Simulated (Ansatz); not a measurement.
**HgTe (Coloradoite) under changes of volume**

One of the cells (33.215 Å³/atom); the others are scaled copies at fixed shape and fractional positions:

```
CELL_PARAMETERS angstrom
0.00000 3.21450 3.21450
3.21450 0.00000 3.21450
3.21450 3.21450 0.00000
ATOMIC_POSITIONS crystal
Hg 0.00000 0.00000 0.00000
Te 0.75000 0.75000 0.75000
```

| Item | Value |
| --- | --- |
| Program | Ansatz 0.2.0 |
| Functional | CAM-B3LYP |
| Potentials or basis | Ansatz PAW |
| Cutoff | 420 eV (not typed: the program's choice for these potentials) |
| k mesh | 4 × 4 × 4 |
| Occupations | fermi-dirac, width 0.05 eV |
| Spin | no spin polarisation |

```tsv
volume (Å³/atom)	energy over the lowest point (meV/atom)	pressure (GPa)	gap on the mesh (eV)
31.223	95.52	7.9	2.59
31.887	66.14	6.3	2.50
32.551	42.90	4.9	2.42
33.215	25.20	3.6	2.34
33.880	12.53	2.5	2.26
34.544	?	?	?
35.208	0.00	0.6	2.11
```

What does the run at 34.544 Å³/atom give?

Energy over the lowest point 4.26 meV/atom; pressure 1.5 GPa; gap on the mesh 2.19 eV.

Worked out: A Birch-Murnaghan fit of order 3 (a polynomial in V^(-2/3)) to the other rows has its minimum at 35.67 Å³/atom, just outside them, with B0 = V·E''(V) = 43 GPa and B' = 4.8. It gives 4.26 meV/atom at 34.544 Å³/atom, against the run's 4.26, and -dE/dV = 1.5 GPa, against 1.5. A straight line through the other rows of the gap, of slope -3.98 eV per unit of ln V (its deformation potential), gives 2.18 eV, against the run's 2.19.

Energies are extrapolated to zero smearing.

Caveats: some runs use coarse meshes; spin-orbit coupling is left out, which moves the levels of the heavy elements; the PAW data sets come from PBE, with cores solved anew for the run's functional, which leaves a small shift of forces and pressure; the thresholds are loose for stress.
